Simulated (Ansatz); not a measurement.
**Effect of strain tensor (xx, yy, zz, yz, xz, xy) = (+0.00, +1.99, −0.22, +1.41, +0.34, −1.01) % on RuO2**

The reference is RuO2 in the rutile structure (space group P4_2/mnm, No. 136; a = 4.480 Å, c = 3.107 Å). Axes: x, y, z lie along a, b, c of the conventional cell.

Perturbation: strain tensor (xx, yy, zz, yz, xz, xy) = (+0.00, +1.99, −0.22, +1.41, +0.34, −1.01) %; the atoms relax in the strained cell.

Calculations: Kohn–Sham DFT with the r2SCAN functional, run in Ansatz (a quantum-chemistry and plane-wave program) with PAW and 500 eV plane waves, no spin-orbit coupling. Γ-centred 11×11×15 mesh, Fermi–Dirac width 0.05 eV.

```json
[
 {"quantity": "volume per atom", "base": "10.39 Å³", "changed": "10.57 Å³", "shift": "+0.18 Å³"},
 {"quantity": "space group", "base": "P4_2/mnm (No. 136)", "changed": "P-1 (No. 2)", "shift": "–"},
 {"quantity": "shortest interatomic distance", "base": "1.934 Å", "changed": "1.934 Å", "shift": "0.000 Å"},
 {"quantity": "energy relative to the base (free energy F)", "base": "0 meV/atom", "changed": "+9.8 meV/atom", "shift": "+9.8 meV/atom"},
 {"quantity": "band gap", "base": "zero", "changed": "zero", "shift": "–"},
 {"quantity": "stress (xx, yy, zz, yz, xz, xy; compression positive) (rough)", "base": "–", "changed": "(-4.4, -5.8, -2.6, -3.4, -0.8, 4.5) GPa", "shift": "–"}
]
```

Without a gap, meshes like the base's 11×11×15 leave anisotropic stresses uncertain by several tenths of a GPa, and small strain energies with them. No phonon test of stability was made. Seeded moments were not kept for the base. No Hubbard U is applied, and correlation can decide whether such a compound is a metal. All final runs are without spin polarisation.
